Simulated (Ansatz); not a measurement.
Born–Oppenheimer molecular dynamics of a periodic cell of 13 atoms, Re₁₂H (host Re, host structure hcp, interstitial H). It starts from a relaxed structure.

All numbers below come from DFT PBE, scalar-relativistic, plane waves, PAW (Ansatz 0.2.0). Settings: cutoff 420 eV, k mesh 2x2x2, fermi-dirac smearing 0.05 eV, no spin polarisation.

- ensemble: NVT, Nosé–Hoover chain
- time step: 0.5 fs
- steps asked: 300
- set temperature: 1500 K
- thermostat: time constant 200 fs, chain length 1
- seed: 620518

Frames 5 fs apart, positions in Å.

Velocities at 70 fs (Å/ps):

```
Re 0.48 -1.83 2.28
Re 0.45 1.95 -1.08
Re -1.51 1.41 0.34
Re 1.76 -2.60 -0.42
Re -1.87 -0.80 0.44
Re -1.05 1.73 -2.12
Re 0.27 3.76 2.67
Re 0.15 0.80 -0.22
Re 2.09 1.03 0.20
Re -2.51 -1.29 -0.06
Re 1.81 -2.93 2.03
Re 0.16 -1.21 -4.00
H -42.22 -5.59 -13.81
```

```xyz
13
Lattice="5.5200 0.0000 0.0000 -4.1400 7.1707 0.0000 0.0000 0.0000 4.4574" Properties=species:S:1:pos:R:3 time_fs=70 energy_less_start_eV=1.204 T=753
Re 0.083 0.008 -0.049
Re 0.039 1.524 2.276
Re -1.399 2.222 -0.054
Re -1.481 4.045 2.239
Re -2.763 4.750 -0.059
Re -2.602 6.365 2.199
Re 2.747 -0.012 -0.114
Re 2.785 1.723 2.238
Re 1.347 2.287 -0.007
Re 1.298 4.037 2.379
Re -0.196 4.857 -0.109
Re 0.115 6.462 2.301
H 1.121 3.742 0.600
13
Lattice="5.5200 0.0000 0.0000 -4.1400 7.1707 0.0000 0.0000 0.0000 4.4574" Properties=species:S:1:pos:R:3 time_fs=75 energy_less_start_eV=1.049 T=861
Re 0.085 -0.002 -0.038
Re 0.041 1.534 2.271
Re -1.407 2.230 -0.052
Re -1.472 4.032 2.238
Re -2.773 4.746 -0.057
Re -2.608 6.374 2.188
Re 2.748 0.007 -0.101
Re 2.785 1.727 2.237
Re 1.358 2.292 -0.007
Re 1.286 4.030 2.379
Re -0.186 4.842 -0.098
Re 0.115 6.455 2.281
H 0.918 3.911 0.646
13
Lattice="5.5200 0.0000 0.0000 -4.1400 7.1707 0.0000 0.0000 0.0000 4.4574" Properties=species:S:1:pos:R:3 time_fs=80 energy_less_start_eV=1.144 T=808
Re 0.085 -0.013 -0.027
Re 0.043 1.547 2.266
Re -1.414 2.240 -0.051
Re -1.462 4.018 2.237
Re -2.783 4.742 -0.055
Re -2.616 6.384 2.179
Re 2.751 0.025 -0.087
Re 2.786 1.730 2.237
Re 1.370 2.296 -0.008
Re 1.274 4.023 2.379
Re -0.175 4.828 -0.088
Re 0.114 6.448 2.260
H 0.958 4.005 0.819
13
Lattice="5.5200 0.0000 0.0000 -4.1400 7.1707 0.0000 0.0000 0.0000 4.4574" Properties=species:S:1:pos:R:3 time_fs=85 energy_less_start_eV=0.847 T=1008
Re 0.084 -0.025 -0.017
Re 0.044 1.560 2.261
Re -1.420 2.253 -0.050
Re -1.451 4.003 2.236
Re -2.792 4.739 -0.054
Re -2.624 6.394 2.171
Re 2.754 0.043 -0.073
Re 2.786 1.732 2.236
Re 1.381 2.301 -0.010
Re 1.264 4.015 2.380
Re -0.165 4.814 -0.078
Re 0.111 6.439 2.240
H 1.176 3.932 0.650
13
Lattice="5.5200 0.0000 0.0000 -4.1400 7.1707 0.0000 0.0000 0.0000 4.4574" Properties=species:S:1:pos:R:3 time_fs=90 energy_less_start_eV=1.237 T=768
Re 0.081 -0.037 -0.007
Re 0.045 1.575 2.256
Re -1.425 2.267 -0.050
Re -1.440 3.989 2.237
Re -2.801 4.736 -0.053
Re -2.633 6.405 2.163
Re 2.759 0.059 -0.060
Re 2.786 1.732 2.236
Re 1.392 2.305 -0.013
Re 1.255 4.007 2.383
Re -0.154 4.800 -0.069
Re 0.106 6.430 2.219
H 1.405 3.914 0.414
13
Lattice="5.5200 0.0000 0.0000 -4.1400 7.1707 0.0000 0.0000 0.0000 4.4574" Properties=species:S:1:pos:R:3 time_fs=95 energy_less_start_eV=0.995 T=932
Re 0.076 -0.049 0.001
Re 0.046 1.590 2.252
Re -1.429 2.282 -0.050
Re -1.429 3.976 2.238
Re -2.807 4.736 -0.055
Re -2.643 6.415 2.157
Re 2.764 0.073 -0.046
Re 2.785 1.732 2.236
Re 1.402 2.307 -0.017
Re 1.248 3.999 2.384
Re -0.142 4.787 -0.059
Re 0.100 6.421 2.200
H 1.315 3.975 0.555
13
Lattice="5.5200 0.0000 0.0000 -4.1400 7.1707 0.0000 0.0000 0.0000 4.4574" Properties=species:S:1:pos:R:3 time_fs=100 energy_less_start_eV=1.334 T=726
Re 0.071 -0.062 0.010
Re 0.047 1.605 2.247
Re -1.431 2.300 -0.050
Re -1.418 3.964 2.240
Re -2.811 4.737 -0.057
Re -2.653 6.425 2.152
Re 2.769 0.085 -0.033
Re 2.784 1.729 2.235
Re 1.411 2.308 -0.022
Re 1.243 3.992 2.386
Re -0.131 4.774 -0.049
Re 0.092 6.411 2.181
H 1.072 4.008 0.836
13
Lattice="5.5200 0.0000 0.0000 -4.1400 7.1707 0.0000 0.0000 0.0000 4.4574" Properties=species:S:1:pos:R:3 time_fs=105 energy_less_start_eV=1.316 T=746
Re 0.065 -0.074 0.017
Re 0.047 1.620 2.242
Re -1.431 2.318 -0.051
Re -1.409 3.953 2.243
Re -2.813 4.739 -0.060
Re -2.664 6.434 2.148
Re 2.776 0.094 -0.020
Re 2.782 1.726 2.235
Re 1.417 2.309 -0.028
Re 1.240 3.984 2.390
Re -0.120 4.763 -0.039
Re 0.084 6.401 2.163
H 0.987 3.924 0.683
13
Lattice="5.5200 0.0000 0.0000 -4.1400 7.1707 0.0000 0.0000 0.0000 4.4574" Properties=species:S:1:pos:R:3 time_fs=110 energy_less_start_eV=1.455 T=667
Re 0.057 -0.086 0.024
Re 0.046 1.635 2.237
Re -1.428 2.338 -0.051
Re -1.401 3.943 2.245
Re -2.814 4.742 -0.062
Re -2.675 6.443 2.146
Re 2.783 0.100 -0.007
Re 2.779 1.720 2.234
Re 1.423 2.309 -0.034
Re 1.240 3.978 2.395
Re -0.112 4.754 -0.031
Re 0.074 6.392 2.146
H 1.203 3.724 0.583
13
Lattice="5.5200 0.0000 0.0000 -4.1400 7.1707 0.0000 0.0000 0.0000 4.4574" Properties=species:S:1:pos:R:3 time_fs=115 energy_less_start_eV=1.248 T=810
Re 0.049 -0.096 0.030
Re 0.045 1.648 2.232
Re -1.424 2.359 -0.052
Re -1.394 3.936 2.249
Re -2.813 4.746 -0.065
Re -2.686 6.452 2.144
Re 2.790 0.103 0.006
Re 2.776 1.713 2.233
Re 1.426 2.305 -0.041
Re 1.243 3.973 2.399
Re -0.105 4.747 -0.022
Re 0.063 6.383 2.129
H 1.438 3.960 0.736
13
Lattice="5.5200 0.0000 0.0000 -4.1400 7.1707 0.0000 0.0000 0.0000 4.4574" Properties=species:S:1:pos:R:3 time_fs=120 energy_less_start_eV=1.533 T=637
Re 0.040 -0.106 0.035
Re 0.043 1.660 2.226
Re -1.417 2.380 -0.053
Re -1.389 3.930 2.252
Re -2.810 4.751 -0.068
Re -2.697 6.459 2.143
Re 2.797 0.103 0.019
Re 2.773 1.704 2.231
Re 1.428 2.301 -0.049
Re 1.248 3.969 2.405
Re -0.099 4.741 -0.013
Re 0.051 6.375 2.113
H 1.516 4.247 0.817
13
Lattice="5.5200 0.0000 0.0000 -4.1400 7.1707 0.0000 0.0000 0.0000 4.4574" Properties=species:S:1:pos:R:3 time_fs=125 energy_less_start_eV=1.470 T=687
Re 0.031 -0.115 0.040
Re 0.041 1.670 2.220
Re -1.409 2.401 -0.054
Re -1.385 3.926 2.255
Re -2.803 4.758 -0.073
Re -2.708 6.466 2.143
Re 2.804 0.100 0.031
Re 2.769 1.693 2.229
Re 1.427 2.296 -0.057
Re 1.256 3.966 2.411
Re -0.092 4.736 -0.004
Re 0.040 6.368 2.098
H 1.302 4.407 0.805
```

Of the whole run (150 fs, mean temperature of the second half 769 K): The conserved energy stayed within 0.18 meV per atom of its start (net change 0.058 meV per atom), so the integration is sound. The mean temperature of the second half is 49 % below the set value. A run of 0.15 ps of so small a system gives no equilibrium averages. Limits of this set-up: coarse k mesh, odd electron count without spin, a small cell, in which the defect meets its images, a typed lattice constant that wasn't relaxed here.

Run time: 11 min on 2 threads of Arm Neoverse V2, on a shared host, peak memory 0.71 GiB.
